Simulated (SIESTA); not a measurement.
Runs of SIESTA 5.4.2 on GaP. The structure is cubic, space group F-43m (No. 216). Conventional cell: a = 5.451 Å, b = 5.451 Å, c = 5.451 Å, α = 90.00°, β = 90.00°, γ = 90.00°. Ga (site symmetry -43m) has 4 P at 2.36 Å as nearest neighbours. P (site symmetry -43m) has 4 Ga at 2.36 Å as nearest neighbours. 

| level | potentials or basis | gap on the mesh (eV) | pressure (GPa) |
| --- | --- | --- | --- |
| AM05 | PseudoDojo 0.4 standard (PBEsol files), DZP (energy shift 0.003 Ry; two zetas on semicore shells) | (a) | (c) |
| vdW-DF-cx | PseudoDojo 0.4 standard (PBE files), DZP (energy shift 0.003 Ry; two zetas on semicore shells) | 1.58 | 1.5 |
| RPBE | PseudoDojo 0.4 standard (PBE files), DZP (energy shift 0.003 Ry; two zetas on semicore shells) | (b) | 5.1 |
| LDA | PseudoDojo 0.4 standard (LDA files), DZP (energy shift 0.003 Ry; two zetas on semicore shells) | 1.50 | -2.2 |

Alike in all rows: task band structure; no spin polarisation; cell as given; k mesh 8 × 8 × 8; smearing fermi-dirac 0.05 eV; grid cutoff 800 Ry; energy shift 0.003 Ry.

Question: Estimate the missing entries.

Answer: (a) 1.60; (b) 1.75; (c) 0.2.

Caveats: the basis of atomic orbitals isn't converged, which shifts pressures, moduli and gaps; the potentials were made for another functional, which shifts forces and pressure (some runs).

A k mesh can miss the band edges, and the runs leave out spin-orbit coupling on Ga.

Runs at the PBE level aren't shown here.
